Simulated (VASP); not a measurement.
# AlNi3 (Pm-3m) in VASP: further runs

The runs below take AlNi3 through relaxation of cell and atoms, single point, with PBEsol.

Program: VASP 6.6.1. These are calculated values, not measurements. Logs are shortened: lines on timing, memory, paths and dates and some standing lists are left out, and cuts for length are marked.

### Step 1. The crystal as given

Symmetry: Pm-3m, No. 221, cubic system. Conventional cell: a = 3.523 Å, b = 3.523 Å, c = 3.523 Å, α = 90.00°, β = 90.00°, γ = 90.00°. Ni (site symmetry 4/mmm) is surrounded by 8 Ni at 2.49 Å and 4 Al at 2.49 Å. Around Al (site symmetry m-3m) lie 12 Ni at 2.49 Å.

The cell is a database's computed one.

### Step 2. Relaxation of cell and atoms, PBEsol, collinear spin, ferromagnetic start

The input, INCAR:

```
PREC = Accurate ; ENCUT = 600
EDIFF = 1E-6 ; ISMEAR = -1
SIGMA = 0.05 ; LREAL = False
LASPH = True ; NELM = 100
ALGO = Normal ; ISIF = 3
LWAVE = False ; LCHARG = False
ISPIN = 2 ; MAGMOM = 1 1 1 0
LORBIT = 11 ; LMAXMIX = 4
GGA = PS ; IBRION = 2
NSW = 60 ; EDIFFG = -0.01
KPAR = 2
```

The input, KPOINTS:

```
regular mesh
0
Gamma
  8 8 8
```

The input, POSCAR:

```
AlNi3
1.0
    3.5230547267      0.0000000000      0.0000000000
    0.0000000000      3.5230547267      0.0000000000
    0.0000000000      0.0000000000      3.5230547267
Ni Al
3 1
Direct
    0.5000000000      0.5000000000      0.0000000000
    0.5000000000      0.0000000000      0.5000000000
    0.0000000000      0.5000000000      0.5000000000
    0.0000000000      0.0000000000      0.0000000000
```

Potentials or basis: VASP PAW PBE potentials, release 64 (Ni, Al).

Command:

```sh
$ cat potpaw_PBE.64/Ni/POTCAR potpaw_PBE.64/Al/POTCAR > POTCAR
$ mpirun -np 2 vasp_std > vasp.out
```

OUTCAR:

```text
PREC = Accurate
   ENCUT = 600
   EDIFF = 1E-6
   ISMEAR = -1
   LREAL = False
   LASPH = True
   NELM = 100
   ISIF = 3
   ISPIN = 2
   LORBIT = 11
   GGA = PS
   IBRION = 2
   NSW = 60
   EDIFFG = -0.01

 ion  position               nearest neighbor table
   1  0.500  0.500  0.000-   2 2.49   3 2.49   4 2.49   2 2.49   3 2.49   2 2.49   4 2.49   2 2.49
                             3 2.49   4 2.49   3 2.49   4 2.49
   2  0.500  0.000  0.500-   1 2.49   3 2.49   4 2.49   1 2.49   4 2.49   1 2.49   3 2.49   1 2.49
                             3 2.49   4 2.49   4 2.49   3 2.49
   3  0.000  0.500  0.500-   1 2.49   2 2.49   4 2.49   1 2.49   4 2.49   2 2.49   4 2.49   4 2.49
                             1 2.49   2 2.49   1 2.49   2 2.49
   4  0.000  0.000  0.000-   1 2.49   2 2.49   3 2.49   2 2.49   3 2.49   1 2.49   3 2.49   3 2.49
                             1 2.49   2 2.49   2 2.49   1 2.49

  LATTYP: Found a simple cubic cell.
 ALAT       =     3.5230547267

  Lattice vectors:

 A1 = (   3.5230547267,   0.0000000000,   0.0000000000)
 A2 = (   0.0000000000,   3.5230547267,   0.0000000000)
 A3 = (   0.0000000000,   0.0000000000,   3.5230547267)

Analysis of symmetry for initial positions (statically):
=====================================================================
 Subroutine PRICEL returns:
 Original cell was already a primitive cell.

 Routine SETGRP: Setting up the symmetry group for a
 simple cubic supercell.

 Subroutine GETGRP returns: Found 48 space group operations
 (whereof 48 operations were pure point group operations)
 out of a pool of 48 trial point group operations.

The static configuration has the point symmetry O_h .

Analysis of symmetry for dynamics (positions and initial velocities):
=====================================================================
 Subroutine PRICEL returns:
 Original cell was already a primitive cell.

 Routine SETGRP: Setting up the symmetry group for a
 simple cubic supercell.

 Subroutine GETGRP returns: Found 48 space group operations
 (whereof 48 operations were pure point group operations)
 out of a pool of 48 trial point group operations.

The dynamic configuration has the point symmetry O_h .

Analysis of structural, dynamic, and magnetic symmetry:
=====================================================================
 Subroutine PRICEL returns:
 Original cell was already a primitive cell.

 Routine SETGRP: Setting up the symmetry group for a
 simple cubic supercell.

 Subroutine GETGRP returns: Found 48 space group operations
 (whereof 48 operations were pure point group operations)
 out of a pool of 48 trial point group operations.

The overall configuration has the point symmetry O_h .

 Subroutine INISYM returns: Found 48 space group operations
 (whereof 48 operations are pure point group operations),
 and found     1 'primitive' translations

----------------------------------------------------------------------------------------

                                     Primitive cell

  volume of cell :      43.7279

  direct lattice vectors                    reciprocal lattice vectors
     3.523054727  0.000000000  0.000000000     0.283844583  0.000000000  0.000000000
     0.000000000  3.523054727  0.000000000     0.000000000  0.283844583  0.000000000
     0.000000000  0.000000000  3.523054727     0.000000000  0.000000000  0.283844583

  length of vectors
     3.523054727  3.523054727  3.523054727     0.283844583  0.283844583  0.283844583

  position of ions in fractional coordinates (direct lattice)
     0.500000000  0.500000000  0.000000000
     0.500000000  0.000000000  0.500000000
     0.000000000  0.500000000  0.500000000
     0.000000000  0.000000000  0.000000000

  ion indices of the primitive-cell ions
   primitive index   ion index
                 1           1
                 2           2
                 3           3
                 4           4

----------------------------------------------------------------------------------------

 KPOINTS: regular mesh

Automatic generation of k-mesh.
 Grid dimensions read from file:
 generate k-points for:    8    8    8

 Generating k-lattice:

  Cartesian coordinates                     Fractional coordinates (reciprocal lattice)
     0.035480573  0.000000000  0.000000000     0.125000000  0.000000000  0.000000000
     0.000000000  0.035480573  0.000000000     0.000000000  0.125000000  0.000000000
     0.000000000  0.000000000  0.035480573     0.000000000  0.000000000  0.125000000

  Length of vectors
     0.035480573  0.035480573  0.035480573

  Shift w.r.t. Gamma in fractional coordinates (k-lattice)
     0.000000000  0.000000000  0.000000000

 Subroutine IBZKPT returns following result:
 ===========================================

 Found     35 irreducible k-points:

 Following reciprocal coordinates:
            Coordinates               Weight
  0.000000  0.000000  0.000000      1.000000
  0.125000  0.000000  0.000000      6.000000
  0.250000  0.000000  0.000000      6.000000
  0.375000  0.000000  0.000000      6.000000
  0.500000  0.000000  0.000000      3.000000
  0.125000  0.125000  0.000000     12.000000
[... 16 lines left out ...]
  0.375000  0.375000  0.125000     24.000000
  0.500000  0.375000  0.125000     24.000000
 [... further k-points ...]
   k-points           NKPTS =     35   k-points in BZ     NKDIM =     35   number of bands    NBANDS=     22
   number of dos      NEDOS =    301   number of ions     NIONS =      4
   total plane-waves  NPLWV =  21952
   dimension x,y,z NGX =    28 NGY =   28 NGZ =   28
   dimension x,y,z NGXF=    56 NGYF=   56 NGZF=   56
   ions per type =               3   1
   NGX,Y,Z   is equivalent  to a cutoff of  13.21, 13.21, 13.21 a.u.
   NGXF,Y,Z  is equivalent  to a cutoff of  26.43, 26.43, 26.43 a.u.
 SYSTEM =  unknown system
   PREC   = accura    normal or accurate (medium, high low for compatibility)
   ISTART =      0    job   : 0-new  1-cont  2-samecut
   ICHARG =      2    charge: 1-file 2-atom 10-const
   ISPIN  =      2    spin polarized calculation?
   LNONCOLLINEAR =      F non collinear calculations
   LSORBIT =      F    spin-orbit coupling
   LASPH  =      T    aspherical Exc in radial PAW
   ENCUT  =  600.0 eV  44.10 Ry    6.64 a.u.   7.04  7.04  7.04*2*pi/ulx,y,z
   NELM   =    100;   NELMIN=  2; NELMDL= -5     # of ELM steps
   EDIFF  = 0.1E-05   stopping-criterion for ELM
   LREAL  =      F    real-space projection
   EDIFFG = -.1E-01   stopping-criterion for IOM
   NSW    =     60    number of steps for IOM
   IBRION =      2    ionic relax: 0-MD 1-quasi-New 2-CG
   NFREE  =      1    steps in history (QN), initial steepest desc. (CG)
   ISIF   =      3    stress and relaxation
   ISYM   =      2    0-nonsym 1-usesym 2-fastsym
   POTIM  = 0.5000    time-step for ionic-motion
   TEBEG  =    0.0;   TEEND  =   0.0 temperature during run
   PSTRESS=    0.0 pullay stress
   NELECT =      33.0000    total number of electrons
   NUPDOWN=      -1.0000    fix difference up-down
   EMIN   =  10.00;   EMAX   =-10.00  energy-range for DOS
   EFERMI =   0.00;   METHOD = LEGACY
   ISMEAR =    -1;   SIGMA  =   0.05  broadening in eV -4-tet -1-fermi 0-gaus
   EFERMI_NEDOS =   21; number of points for ismear=-14 and -15
   IALGO  =     38    algorithm
   IMIX   =      4    mixing-type and parameters
     AMIX     =   0.40;   BMIX     =  1.00
     AMIX_MAG =   1.60;   BMIX_MAG =  1.00
  volume/ion in A,a.u.               =      10.93        73.77
  Fermi-wavevector in a.u.,A,eV,Ry     =   1.490482  2.816603 30.225843  2.221537
  Thomas-Fermi vector in A             =   2.603258
   LORBIT       =     11    0 simple, 1 ext, 2 COOP (PROOUT), +10 PAW based schemes
   GGA     = PS    functional components
   LHFCALC =     F    Hartree Fock is set to
   AEXX    =    0.0000 exact exchange contribution
   IVDW    =     0    specifies the selected vdW correction
   LEPSILON=     F    determine dielectric tensor
   LRPA    =     F    only Hartree local field effects (RPA)
 conjugate gradient relaxation of ions
 spin polarized calculation
  energy-cutoff  :      600.00
  volume of cell :       43.73
 maximum number of plane-waves:      1492
   NGX = 15   NGY = 15   NGZ = 15

--------------------------------------- Ionic step        1  -------------------------------------------

 number of electron      32.9999981 magnetization       0.6235487

 Free energy of the ion-electron system (eV)
  ---------------------------------------------------
  ext. energy  EPLUGINS =         0.00000000
  ---------------------------------------------------
  free energy    TOTEN  =       -24.30282708 eV

  energy without entropy =      -24.27084271  energy(sigma->0) =      -24.28683489

------------------------ aborting loop because EDIFF is reached ----------------------------------------

  FORCE on cell =-STRESS in cart. coord.  units (eV):
  Direction    XX          YY          ZZ          XY          YZ          ZX
  --------------------------------------------------------------------------------------
  -------------------------------------------------------------------------------------
  Total       -0.1754052     -0.1754052     -0.1754052      0.0000000     -0.0000000      0.0000000
  in kB       -6.4268021     -6.4268021     -6.4268021      0.0000000     -0.0000000      0.0000000
  external PRESSURE =      -6.4268021 kB  Pullay stress =       0.0000000 kB

 VOLUME and BASIS-vectors are now :
 -----------------------------------------------------------------------------
  energy-cutoff  :      600.00
  volume of cell :       43.73
      direct lattice vectors                 reciprocal lattice vectors
     3.523054727  0.000000000  0.000000000     0.283844583  0.000000000  0.000000000
     0.000000000  3.523054727  0.000000000     0.000000000  0.283844583  0.000000000
     0.000000000  0.000000000  3.523054727     0.000000000  0.000000000  0.283844583
[... 39 lines left out ...]
 POSITION                                       TOTAL-FORCE (eV/Angst)
 -----------------------------------------------------------------------------------
      1.75780      1.75780      0.00000        -0.000000      0.000000      0.000000
      1.75780      0.00000      1.75780         0.000000     -0.000000      0.000000
      0.00000      1.75780      1.75780         0.000000     -0.000000      0.000000
      0.00000      0.00000      0.00000        -0.000000      0.000000      0.000000
 -----------------------------------------------------------------------------------
    total drift:                                0.000000      0.000000      0.000000

  FREE ENERGIE OF THE ION-ELECTRON SYSTEM (eV)
  ---------------------------------------------------
  free  energy   TOTEN  =       -24.3028051000 eV

  energy  without entropy=      -24.2708380996  energy(sigma->0) =      -24.28682160

--------------------------------------- Ionic step        3  -------------------------------------------

 number of electron      32.9999980 magnetization       0.6184292

 Free energy of the ion-electron system (eV)
  ---------------------------------------------------
  ext. energy  EPLUGINS =         0.00000000
  ---------------------------------------------------
  free energy    TOTEN  =       -24.30309022 eV

  energy without entropy =      -24.27107999  energy(sigma->0) =      -24.28708510

 E-fermi :   9.8045     XC(G=0): -13.0202

 val. band max:        9.7972636269   @ k =   0.3750   0.2500   0.1250
 cond. band min:       9.8166700581   @ k =   0.5000   0.2500   0.2500
 fundamental gap:      0.0194064312
 Fermi energy:         9.8044690196

 spin component 1

 k-point     1 :       0.0000    0.0000    0.0000
  band No.  band energies     occupation
      1      -0.3880      1.00000
      2       5.3155      1.00000
      3       6.0060      1.00000
      4       6.0060      1.00000
      5       6.3855      1.00000
      6       6.3855      1.00000
[... 14 lines left out ...]
     21      16.5575      0.00000
     22      17.4441      0.00000
[... 554 lines left out ...]
      2       4.4319      1.00000
      3       5.3419      1.00000
      4       6.4515      1.00000
      5       6.7154      1.00000
      6       7.0572      1.00000
[... 14 lines left out ...]
     21      16.2566      0.00000
     22      18.0803      0.00000

 [... further k-points ...]

 spin component 2

 k-point     1 :       0.0000    0.0000    0.0000
  band No.  band energies     occupation
      1      -0.4046      1.00000
      2       5.3990      1.00000
      3       6.1388      1.00000
      4       6.1388      1.00000
      5       6.6195      1.00000
      6       6.6195      1.00000
[... 14 lines left out ...]
     21      16.6412      0.00000
     22      17.4952      0.00000
[... 597 lines left out ...]
 POSITION                                       TOTAL-FORCE (eV/Angst)
 -----------------------------------------------------------------------------------
      1.75970      1.75970      0.00000        -0.000000      0.000000      0.000000
      1.75970      0.00000      1.75970         0.000000     -0.000000      0.000000
      0.00000      1.75970      1.75970         0.000000     -0.000000      0.000000
      0.00000      0.00000      0.00000        -0.000000      0.000000      0.000000
 -----------------------------------------------------------------------------------
    total drift:                                0.000000      0.000000      0.000000

  FREE ENERGIE OF THE ION-ELECTRON SYSTEM (eV)
  ---------------------------------------------------
  free  energy   TOTEN  =       -24.3030902186 eV

  energy  without entropy=      -24.2710799914  energy(sigma->0) =      -24.28708510

 reached required accuracy - stopping structural energy minimisation

 total charge

# of ion       s       p       d       tot
------------------------------------------
    1        0.512   0.552   8.399   9.462
    2        0.512   0.552   8.399   9.462
    3        0.512   0.552   8.399   9.462
    4        0.410   0.405   0.000   0.815
--------------------------------------------------
tot          1.946   2.061  25.196  29.202

 magnetization (x)

# of ion       s       p       d       tot
------------------------------------------
    1       -0.002  -0.007   0.227   0.218
    2       -0.002  -0.007   0.227   0.218
    3       -0.002  -0.007   0.227   0.218
    4       -0.000  -0.007   0.000  -0.007
--------------------------------------------------
tot         -0.008  -0.027   0.681   0.646
```

It took 34 s on 2 MPI ranks of Intel Xeon 6975P-C (Granite Rapids), shared host; peak memory 0.2 GiB.

What came out:

* Free energy: -24.3031 eV
* Relaxed volume: 10.90 Å³/atom
* Relaxed cell: a = 3.519 Å, b = 3.519 Å, c = 3.519 Å, α = 90.00°, β = 90.00°, γ = 90.00°
* Space group after relaxing (to 0.05 Å): Pm-3m (No. 221)
* Energy gained by relaxing: 0.1 meV/atom
* Ionic steps: 3
* Pressure after relaxing: 0.0 GPa
* Band gap on the k mesh: none (metal or under the smearing width)
* Net moment: 0.62 μB per cell
* Site moments: Ni +0.22; Al -0.01 μB
* Valence electrons inside the program's atomic spheres: Ni 9.46; Al 0.81

Step by step:
```tsv
step	energy change (eV)	largest force (eV/Å)	pressure (GPa)	volume (Å³)
1	0.0000	0.0000	-0.64	43.73
2	0.0000	0.0000	0.68	43.45
3	-0.0003	0.0000	0.00	43.59
```

Final structure:
```
Ni Al
1.0
     3.51939    0.00000    0.00000
     0.00000    3.51939    0.00000
     0.00000    0.00000    3.51939
Ni Al
3 1
Direct
  0.50000 0.50000 0.00000
  0.50000 0.00000 0.50000
  0.00000 0.50000 0.50000
  0.00000 0.00000 0.00000
```

Caveat: the PAW data sets were made with another functional, which shifts forces and pressure a little.

(Part 1 of 2 ends here.)
